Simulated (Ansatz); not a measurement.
Where the states of Ge lie

```yaml
crystal:
  lattice:
    - [-1.68520, 1.68520, 1.68520]
    - [1.68520, -1.68520, 1.68520]
    - [1.68520, 1.68520, -1.68520]
  atoms:
    - { symbol: Ge, position: [0.00000, 0.00000, 0.00000] }
```

The cell was built from the bcc type and relaxed in the same program, and has space group Im-3m; it needn't be a known or the stable phase.

These are results of Ansatz 0.2.0, DFT, PBE, all-electron LAPW, scalar-relativistic, not measurements.

Settings: a Γ-centred 20×20×20 k mesh, Fermi–Dirac smearing of 0.03 eV, basis error target 0.25 meV/atom, no spin polarisation.

States per eV and cell, averaged over 0.4 eV, from -9.8 to 4.0 eV, with energies (bin centres) from the Fermi level; empty bins are left out. 

| E (eV) | total |
| --- | --- |
| -9.7 | 0.25 |
| -9.3 | 0.27 |
| -8.9 | 0.29 |
| -8.5 | 0.32 |
| -8.1 | 0.35 |
| -7.7 | 0.41 |
| -7.3 | 0.48 |
| -6.9 | 0.43 |
| -6.5 | 0.37 |
| -6.1 | 0.25 |
| -5.7 | 0.11 |
| -5.3 | 0.08 |
| -4.9 | 0.17 |
| -4.5 | 0.24 |
| -4.1 | 0.31 |
| -3.7 | 0.38 |
| -3.3 | 0.52 |
| -2.9 | 0.47 |
| -2.5 | 0.41 |
| -2.1 | 0.41 |
| -1.7 | 0.44 |
| -1.3 | 0.45 |
| -0.9 | 0.47 |
| -0.5 | 0.50 |
| -0.1 | 0.51 |
| 0.3 | 0.51 |
| 0.7 | 0.50 |
| 1.1 | 0.51 |
| 1.5 | 0.50 |
| 1.9 | 0.51 |
| 2.3 | 0.51 |
| 2.7 | 0.52 |
| 3.1 | 0.52 |
| 3.5 | 0.53 |
| 3.9 | 0.55 |
